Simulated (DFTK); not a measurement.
# AgBr under changes of volume

One of the cells (23.644 Å³/atom); the others are scaled copies at fixed shape and fractional positions:

```
Ag Br
1.0
     0.00000    2.87015    2.87015
     2.87015    0.00000    2.87015
     2.87015    2.87015    0.00000
Ag Br
1 1
Direct
  0.00000 0.00000 0.00000
  0.50000 0.50000 0.50000
```

```yaml
Program: DFTK 0.8.2
Functional: PBE
Potentials_or_basis: dojo.nc.sr.pbe.v0_4_1.standard.upf (PBE)
Cutoff: 1116 eV
k_mesh: 8 × 8 × 8
Occupations: fermi-dirac, width 0.05 eV
Spin: no spin polarisation
```

```tsv
volume (Å³/atom)	energy over the lowest point (meV/atom)	pressure (GPa)	gap on the mesh (eV)
22.225	44.05	5.9	0.67
22.698	28.47	4.5	0.67
23.171	?	?	?
23.644	8.38	2.2	0.67
24.116	3.03	1.3	0.68
24.589	0.33	0.4	0.68
25.062	0.00	-0.3	0.69
```

Problem. What does the run at 23.171 Å³/atom give?

Solution. Energy over the lowest point 16.73 meV/atom; pressure 3.3 GPa; gap on the mesh 0.67 eV.

Worked out: A Birch-Murnaghan fit of order 3 (a polynomial in V^(-2/3)) to the other rows has its minimum at 24.90 Å³/atom with B0 = V·E''(V) = 39 GPa and B' = 5.4. It gives 16.73 meV/atom at 23.171 Å³/atom, against the run's 16.73, and -dE/dV = 3.4 GPa, against 3.3. A straight line through the other rows of the gap, of slope 0.154 eV per unit of ln V, gives 0.67 eV, against the run's 0.67.

Energies are extrapolated to zero smearing.

A mesh can miss the band edges. Spin-orbit coupling on Ag, Br is left out.
